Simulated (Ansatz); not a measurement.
Ansatz (a first-principles code) input:

Ansatz 0.2 input:
```yaml
crystal:
  lattice:
    - [4.4124567591, 0.0, 0.0]
    - [0.0, 4.4124567591, 0.0]
    - [0.0, 0.0, 2.8707412078]
  atoms:
    - { symbol: Ge, position: [0.5, 0.5, 0.5] }
    - { symbol: Ge, position: [0.0, 0.0, 0.0] }
    - { symbol: O, position: [0.6939691065, 0.6939691065, 0.0] }
    - { symbol: O, position: [0.3060308935, 0.3060308935, 0.0] }
    - { symbol: O, position: [0.8060308935, 0.1939691065, 0.5] }
    - { symbol: O, position: [0.1939691065, 0.8060308935, 0.5] }
kpoints:
  mp_grid: { grid: [6, 6, 10] }
hamiltonian:
  xc: r2scan
  pseudopotentials: { azcp: { folder: ./paw }, kind: paw }
scf:
  occupations: { method: fixed }
phonons:
  method: dfpt
  response_accuracy: low
  eigenvectors: true
  rigid_motions: translations
  dielectric: true
```

Output (shortened):

```
Pseudopotential: Ge, paw, valence charge 14
Pseudopotential: O, paw, valence charge 6
Functional definition: r2SCAN
Crystal: 6 atoms, lattice volume = 55.893 Å³
Basis set: ecut = 500 eV, 1431 PW (Γ), exchange–correlation on 180×180×120 points (125 copies of the dense FFT grid, shifted against one another)
Bands: 32, of which v1, the nominal top of the filled ones, is band 26 counted from 1 (25 counted from 0)
Symmetry: 16 space group operations
k-points: 184 of 360 (irreducible under 1 space group operation, time reversal used)
SCF iter   1: F=—  HF=-10881.293210 eV  |F-HF|=—  |Δ(HF+E_count)|=         —  Δρ=1.25e-1  dr2=4.55e0  dr2_τ=5.82e-1  ethr=3.10e-3  ⟨swp⟩=5.0  Hψ=22407  notcnv=0  defer=734
preconditioner: auto → Resta (q_TF=auto, 2.696 Å⁻¹)
SCF iter   2: F=—  HF=-10880.638202 eV  |F-HF|=—  |Δ(HF+E_count)|=   6.55e-1  Δρ=5.86e-2  dr2=7.56e-1  dr2_τ=6.01e-2  ethr=3.10e-3  ⟨swp⟩=2.0  Hψ=10669  notcnv=0  defer=736
SCF iter   3: F=—  HF=-10880.644777 eV  |F-HF|=—  |Δ(HF+E_count)|=   6.57e-3  Δρ=1.62e-2  dr2=7.90e-2  dr2_τ=6.84e-3  ethr=1.45e-3  ⟨swp⟩=2.0  Hψ=5934  notcnv=0  defer=736
SCF iter   4: F=—  HF=-10880.644180 eV  |F-HF|=—  |Δ(HF+E_count)|=   5.97e-4  Δρ=2.89e-3  dr2=2.46e-3  dr2_τ=3.11e-4  ethr=1.52e-4  ⟨swp⟩=2.0  Hψ=8542  notcnv=0  defer=736
SCF iter   5: F=—  HF=-10880.644614 eV  |F-HF|=—  |Δ(HF+E_count)|=   4.33e-4  Δρ=1.16e-3  dr2=3.88e-4  dr2_τ=2.94e-5  ethr=4.73e-6  ⟨swp⟩=2.8  Hψ=10944  notcnv=0  defer=736
SCF iter   6: F=—  HF=-10880.644787 eV  |F-HF|=—  |Δ(HF+E_count)|=   1.74e-4  Δρ=2.29e-4  dr2=2.53e-5  dr2_τ=1.20e-6  ethr=7.46e-7  ⟨swp⟩=3.0  Hψ=10362  notcnv=0  defer=736
SCF iter   7: F=—  HF=-10880.644789 eV  |F-HF|=—  |Δ(HF+E_count)|=   1.40e-6  Δρ=2.71e-5  dr2=2.23e-7  dr2_τ=2.64e-8  ethr=4.87e-8  ⟨swp⟩=3.0  Hψ=10350  notcnv=0  defer=322
SCF iter   8: F=—  HF=-10880.644791 eV  |F-HF|=—  |Δ(HF+E_count)|=   1.90e-6  Δρ=2.52e-6  dr2=3.06e-9  dr2_τ=1.33e-10  ethr=4.30e-10  ⟨swp⟩=2.0  Hψ=10463  notcnv=0  defer=322
SCF iter  10: F=-10880.644791 eV  HF=-10880.644791 eV  |F-HF|=3.64e-12  |Δ(HF+E_count)|=  9.09e-12  Δρ=4.35e-8  dr2=7.90e-13  dr2_τ=7.16e-14  ethr=1.00e-12  ⟨swp⟩=11.8  Hψ=32800  notcnv=0
SCF 1 converged in 10 iterations: F = -10880.644791 eV  dr2 = 7.90e-13
DFPT response loops at Γ: preconditioner auto → Resta (q_TF=auto, 2.696 Å⁻¹)  ε∞=4.9 (no band partly filled) …
── the response to a field inside a basis, on 6×6×10 k-points: an SCF that follows is theirs, and a resumed run solves both again ──
Crystal: 6 atoms, lattice volume = 55.893 Å³
Bands: 27, of which v1, the nominal top of the filled ones, is band 26 counted from 1 (25 counted from 0)
k-points: 30 of 360
SCF iter   1: F=—  HF=-10880.604188 eV  |F-HF|=—  |Δ(HF+E_count)|=         —  Δρ=2.00e-4  dr2=4.18e-6  dr2_τ=8.26e-6  ethr=1.00e-1
preconditioner: auto → Resta (q_TF=auto, 2.696 Å⁻¹)
SCF iter   2: F=—  HF=-10880.604201 eV  |F-HF|=—  |Δ(HF+E_count)|=   1.26e-5  Δρ=1.01e-4  dr2=7.72e-7  dr2_τ=6.00e-7  ethr=8.04e-9
SCF iter   3: F=—  HF=-10880.604204 eV  |F-HF|=—  |Δ(HF+E_count)|=   3.78e-6  Δρ=3.45e-5  dr2=1.11e-7  dr2_τ=6.43e-8  ethr=1.48e-9
SCF iter   4: F=-10880.604205 eV  HF=-10880.604205 eV  |F-HF|=1.24e-9  |Δ(HF+E_count)|=   6.26e-7  Δρ=2.78e-6  dr2=2.73e-9  dr2_τ=3.49e-10  ethr=2.14e-10
SCF 1 converged in 4 iterations: F = -10880.604205 eV  dr2 = 2.73e-9
DFPT response loops at Γ: preconditioner auto → none (the input reference at scf.mixing.eps_inf says where Resta's filter doesn't serve); β = 0.50 …
SCF converged after 10 iterations
Free energy (F): -10880.644791 eV
Harris-Foulkes:  -10880.644791 eV  (|F-HF|=3.64e-12)
Internal energy: -10880.644791 eV  (E = F + TS)
E sigma→0 (E₀):  -10880.644791 eV
Fermi energy:    9.832907 eV
--- Per-component energies (eV) ---
  E_band       = -235.734591
  E_kinetic    = 873.085782
  E_local      = -5042.619784  (includes V_loc(G=0)·N_el)
  E_nonlocal   = 665.897827
  E_hartree    = 2303.714914
  E_xc         = -413.718791
  E_vxc        = -542.940623  (∫ρ·V_xc dr)
  E_paw        = -4737.700486  (= ΣΔE_a)
  E_vpaw       = -829.445209  (= ΣTr[D̂ρ^β])
  E_aug_tail   = 0.001061  (compensation charges beyond the density's cutoff)
  E_vtau       = 32.856549  (kinetic-family band-sum trace: ∫τ·v_τ [+ j·A + Jᵃ·Aᵃ] dr)
  E_ewald      = -4527.006028
  E_core_change = -2.299286  (= ΣΔE_core)
  E_smearing   =  0.000000  (= −TS)
  E_closure    =  0.000000  (closes the sum)
  Σ components = -10880.644791   (vs F -10880.644791, Δ=0.00e0)
  [band-id]    e_kinetic+e_local+e_nonlocal+2·e_hartree+e_vxc+e_vpaw+e_augmentation_tail+e_vtau = -235.734569   (vs E_band -235.734591, Δ=2.28e-5)
--- Band table (eV; the first three rows and the last of 184) ---
  k-point 0: bands = ["-15.3435", "-15.0354", "-14.8956", "-14.8956", "-14.8608", "-14.8000", "-14.7950", "-14.7543", "-14.7473", "-14.7473", "-12.1446", "-9.2401", "-9.2401", "-8.2641", "-0.4965", "4.3349", "4.3349", "4.9147", "5.1911", "6.5073", "7.4373", …
  k-point 1: bands = ["-15.3162", "-15.0106", "-14.9328", "-14.9328", "-14.8514", "-14.8002", "-14.7929", "-14.7542", "-14.7536", "-14.7536", "-12.0438", "-9.1325", "-9.1325", "-8.2949", "-0.5003", "4.4507", "4.4507", "4.6945", "5.2982", "6.1584", "6.9165", …
  k-point 2: bands = ["-15.2436", "-15.0274", "-15.0274", "-14.9559", "-14.8249", "-14.7965", "-14.7871", "-14.7689", "-14.7689", "-14.7542", "-11.7404", "-8.8468", "-8.8468", "-8.4157", "-0.5036", "4.2842", "4.7741", "4.7741", "4.7971", "5.6127", "6.3127", …
  k-point 183: bands = ["-15.2598", "-15.2598", "-14.9895", "-14.9895", "-14.8069", "-14.8069", "-14.7606", "-14.7606", "-14.7285", "-14.7285", "-9.6091", "-9.6091", "-8.1992", "-8.1992", "-0.3691", "-0.3691", "3.0372", "3.0372", "6.2755", "6.2755", "6.2865", …
--- Phonons (Γ-DFPT): 4 representative perturbations + reference, on 184 of 360 k-points (Σ response iterations 27) ---
  ASR residual: 2.562e-4 → 0.000e0 eV/Å²; symmetrization residual: 3.596e-5 eV/Å²
  ASR residual per site (eV/Å²): 7.55e-5 7.55e-5 2.56e-4 2.56e-4 2.56e-4 2.56e-4
  Γ frequencies (cm⁻¹): 0.00 0.00 0.00 166.61 212.06 308.93 308.93 362.33 362.33 474.56 499.34 521.18 521.18 646.90 647.60 647.60 688.69 855.04
  ε∞ (high-frequency dielectric tensor):
        3.906193     0.000000     0.000000
        0.000000     3.906193     0.000000
        0.000000     0.000000     4.233007
  ε⁰ (static dielectric tensor: ions relaxed, cell fixed):
       14.309863     0.000000     0.000000
        0.000000    14.309863     0.000000
        0.000000     0.000000    10.461234
  ε⁰ − ε∞ (ionic part):
       10.403671     0.000000     0.000000
        0.000000    10.403671     0.000000
        0.000000     0.000000     6.228227
  softest optical mode at Γ: 166.61 cm⁻¹; the repairs (sum rule, projections) moved no ω² at Γ by more than (3.92 cm⁻¹)²
  Born effective charges Z* (e; rows j = field, columns β = displacement):
    site 0:
         4.12931   -0.55003    0.00000
        -0.55003    4.12931    0.00000
         0.00000    0.00000    4.42616
    site 1:
         4.12931    0.55003    0.00000
         0.55003    4.12931    0.00000
         0.00000    0.00000    4.42616
    site 2:
        -2.06466   -0.70713    0.00000
        -0.70713   -2.06466    0.00000
         0.00000    0.00000   -2.21308
    site 3:
        -2.06466   -0.70713    0.00000
        -0.70713   -2.06466    0.00000
         0.00000    0.00000   -2.21308
    site 4:
        -2.06466    0.70713    0.00000
         0.70713   -2.06466    0.00000
         0.00000    0.00000   -2.21308
    site 5:
        -2.06466    0.70713    0.00000
         0.70713   -2.06466    0.00000
         0.00000    0.00000   -2.21308
  Z* charge neutrality: 3.464e-3 e pre-enforcement
  solved inside a basis spanned on kpoints, on 6×6×10 k-points, its susceptibility summed on 10×10×14: ε∞ is read to err by 1.2e-2, Z* by 1.8e-2 e (field_mesh …
  optical modes at Γ without the LO–TO term, one row a degenerate level:
      ω (cm⁻¹)  modes    IR ((D/Å)²/amu)
        166.61      1             0.0000
        212.06      1             0.0000
        308.93      2            44.6407
        362.33      2             0.0741
        474.56      1             0.0000
        499.34      1            40.6964
        521.18      2             0.0000
        646.90      1             0.0000
        647.60      2            32.2794
        688.69      1             0.0000
        855.04      1             0.0000
  optical modes at Γ + LO–TO along q̂ = [1.0000, 0.0000, 0.0000]:
      ω (cm⁻¹)  modes    IR ((D/Å)²/amu)
        166.61      1             0.0000
        212.06      1             0.0000
        308.93      1            22.3204
        362.22      1             0.0018
        362.33      1             0.0370
        466.92      1             5.5487
        474.56      1             0.0000
        499.34      1            40.6964
        521.18      2             0.0000
        646.90      1             0.0000
        647.60      1            16.1397
        688.69      1             0.0000
        820.34      1            32.9466
        855.04      1             0.0000
  optical modes at Γ + LO–TO along q̂ = [0.0000, 1.0000, 0.0000]:
      ω (cm⁻¹)  modes    IR ((D/Å)²/amu)
        166.61      1             0.0000
        212.06      1             0.0000
        308.93      1            22.3204
        362.22      1             0.0018
        362.33      1             0.0370
        466.92      1             5.5487
        474.56      1             0.0000
        499.34      1            40.6964
        521.18      2             0.0000
        646.90      1             0.0000
        647.60      1            16.1397
        688.69      1             0.0000
        820.34      1            32.9466
        855.04      1             0.0000
  optical modes at Γ + LO–TO along q̂ = [0.0000, 0.0000, 1.0000]:
      ω (cm⁻¹)  modes    IR ((D/Å)²/amu)
        166.61      1             0.0000
        212.06      1             0.0000
        308.93      2            44.6407
        362.33      2             0.0741
        474.56      1             0.0000
        521.18      2             0.0000
        646.90      1             0.0000
        647.60      2            32.2794
        688.69      1             0.0000
        784.99      1            40.6964
        855.04      1             0.0000
```

Cost: around 13 core-minutes (rough) on shared cores.

Space group P4_2/mnm (rutile). The r²SCAN relaxation kept the symmetry of its start; of distortions, only those at the zone centre were tested. Spin–orbit coupling is left out wherever it is not named.

Potentials: the earlier of the program's two PAW sets.

Ansatz is a plane-wave DFT program.
